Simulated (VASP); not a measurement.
Here is a VASP 6.6.1 calculation.

INCAR

```
PREC = Accurate
ENCUT = 600
EDIFF = 1E-7
ISMEAR = 0
SIGMA = 0.03
LREAL = False
LASPH = True
NELM = 80
ALGO = Fast
ISIF = 2
LWAVE = False
LCHARG = False
GGA = PE
IBRION = 2
NSW = 40
EDIFFG = -0.01
```

The input KPOINTS:

```
regular mesh
0
Gamma
  10 10 10
```

The input POSCAR:

```
InAs                                    
1.0
    0.0000000000      3.0733653906      3.0733653906
    3.0733653906      0.0000000000      3.0733653906
    3.0733653906      3.0733653906      0.0000000000
  In              As            
     1     1
Direct
     0.0000000000000000    0.0000000000000000    0.0000000000000000
     0.2500000000000000    0.2500000000000000    0.2500000000000000
```

Potentials or basis: VASP PAW PBE potentials, release 64 (In_d, As).

The run is started by

```console
$ cat potpaw_PBE.64/In_d/POTCAR potpaw_PBE.64/As/POTCAR > POTCAR
$ mpirun -np 1 vasp_std > vasp.out
```

**Question.** What does it give for the band gap on the k mesh?

**Answer.** None (metal or under the smearing width).

Final structure:
```cif
data_structure
_symmetry_space_group_name_H-M 'P 1'
_symmetry_Int_Tables_number 1
_cell_length_a 4.3464
_cell_length_b 4.3464
_cell_length_c 4.3464
_cell_angle_alpha 60.000
_cell_angle_beta 60.000
_cell_angle_gamma 60.000
_cell_volume 58.06
loop_
_atom_site_label
_atom_site_type_symbol
_atom_site_fract_x
_atom_site_fract_y
_atom_site_fract_z
_atom_site_occupancy
In1 In 0.00000 0.00000 0.00000 1
As1 As 0.25000 0.25000 0.25000 1
```

Caveat: the relaxation stopped at its first step, so nothing moved.
